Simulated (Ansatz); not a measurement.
# ZnO (wurtzite type): a single-point run

Aim: a sound single-point run of ZnO (wurtzite type). The structure is shown as the input types it.

Computed with Ansatz 0.2.0 (DFT, PBE, PAW with Ansatz's default frozen-core files, scalar-relativistic (as first typed), unless a step's input says otherwise).

### Step 1. The starting structure

The structure is hexagonal, space group P6_3mc (No. 186). The conventional cell has a = 3.279 Å, b = 3.279 Å, c = 5.294 Å, α = 90.00°, β = 90.00°, γ = 120.00°. Zn (site symmetry 3m) has 4 O at 2.00 to 2.01 Å as nearest neighbours. Around O (site symmetry 3m) lie 4 Zn at 2.00 to 2.01 Å.

As a file:

```cif
data_structure
_symmetry_space_group_name_H-M 'P 1'
_symmetry_Int_Tables_number 1
_cell_length_a 3.2791
_cell_length_b 5.2940
_cell_length_c 5.6796
_cell_angle_alpha 90.000
_cell_angle_beta 90.000
_cell_angle_gamma 90.000
_cell_volume 98.59
loop_
_atom_site_label
_atom_site_type_symbol
_atom_site_fract_x
_atom_site_fract_y
_atom_site_fract_z
_atom_site_occupancy
Zn1 Zn 0.50000 0.99848 0.16667 1
Zn2 Zn 0.00000 0.99848 0.66667 1
Zn3 Zn 0.00000 0.49848 0.33333 1
Zn4 Zn 0.50000 0.49848 0.83333 1
O1 O 0.50000 0.37752 0.16667 1
O2 O 0.00000 0.37752 0.66667 1
O3 O 0.00000 0.87752 0.33333 1
O4 O 0.50000 0.87752 0.83333 1
```

### Step 2. Input and run

input.yaml

```yaml
crystal:
  lattice:
    - [-1.6395523398, 2.8397879543, 0.0]
    - [0.0, 0.0, 5.2939910384]
    - [4.9186570196, 2.8397879543, 0.0]
  atoms:
    - { symbol: Zn, position: [0.5, 0.998484604, 0.166666667] }
    - { symbol: Zn, position: [0.0, 0.998484604, 0.666666667] }
    - { symbol: Zn, position: [0.0, 0.498484604, 0.333333333] }
    - { symbol: Zn, position: [0.5, 0.498484604, 0.833333333] }
    - { symbol: O, position: [0.5, 0.377515396, 0.166666667] }
    - { symbol: O, position: [0.0, 0.377515396, 0.666666667] }
    - { symbol: O, position: [0.0, 0.877515396, 0.333333333] }
    - { symbol: O, position: [0.5, 0.877515396, 0.833333333] }
kpoints:
  mp_grid: { grid: [9, 6, 6] }
scf:
  occupations: { method: fermi_dirac, width: 0.02 }
  mixing: { algorithm: anderson, beta: 0.005, ndim: 1 }
  max_iter: 100
hamiltonian:
  xc: pbe
  pseudopotentials: { kind: paw }
output:
  forces: true
  stress: true
  eigenvalues: true
```

Command:

```bash
> ansatz run input.yaml --threads 3 --pin off --max-ram 8192MiB --backend cpu --events-out ev --progress --plain --runs-dir out
```

What happens when this is run?

The program finished normally. Convergence says nothing about whether the input makes sense.

Look at the input: scf.mixing.algorithm is anderson; scf.mixing.beta is 0.005; scf.mixing.ndim is 1. What could go wrong: mixing too weak. The residual crept for many cycles and then fell at once, which so weak a step can't do by itself: the program changed its mixing. Several mixing settings were changed at once, so this run can't tell how much each is to blame.

To check: delete scf.mixing.algorithm, scf.mixing.beta and scf.mixing.ndim (the default then holds).
